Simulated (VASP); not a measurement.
## CsPbBr3: single point with PBEsol

CsPbBr3:

```xyz
5
Lattice="5.8700 0.0000 0.0000 0.0000 5.8700 0.0000 0.0000 0.0000 5.8700" Properties=species:S:1:pos:R:3 pbc="T T T"
Cs    2.9350    2.9350    2.9350
Pb    0.0000    0.0000    0.0000
Br    2.9350    0.0000    0.0000
Br    0.0000    2.9350    0.0000
Br    0.0000    0.0000    2.9350
```

The cell was built by a generator and needn't be a form met in nature.

```json
{
  "Program": "VASP 6.6.1",
  "Task": "single point",
  "Functional": "PBEsol",
  "Potentials or basis": "VASP PAW PBE potentials, release 64 (Cs_sv, Pb_d, Br)",
  "Cutoff": "520 eV",
  "k mesh": "6 × 6 × 6",
  "Occupations": "gaussian, width 0.01 eV",
  "Spin": "no spin polarisation",
  "Dipole correction": "no",
  "Further INCAR settings": "ALGO = Normal; EDIFF = 1e-06; NBANDS = 30"
}
```

```
Pressure               : 0.0 GPa
Band gap on the k mesh : 1.43 eV, direct
```

Levels at points of the mesh, in eV from the valence-band top:
```
           k point  band 19  band 20  band 21  band 22  band 23  band 24  band 25  band 26
(0.00, 0.00, 0.00)    -2.17    -2.05    -2.05    -2.05     2.87     4.01     4.01     4.76
(0.50, 0.00, 0.00)    -2.31    -2.17    -2.17    -1.44     2.50     4.36     4.93     5.06
(0.50, 0.50, 0.00)    -2.40    -2.29    -1.69    -0.71     2.00     2.00     4.80     5.10
(0.50, 0.50, 0.50)    -1.68    -1.68    -1.68     0.00     1.43     1.43     1.43     4.39
```

Wall time 69 s on 1 thread of Intel(R) Xeon(R) Platinum 8488C (Sapphire Rapids), with other jobs on the host, peak memory 0.39 GiB.

Caveat: the PAW data sets were made with another functional, which shifts forces and pressure a little; spin-orbit coupling is left out, which as a rule narrows the gap of such compounds by several tenths of an eV. Expect the measured gap to be larger: semilocal functionals such as PBEsol lack the derivative discontinuity.
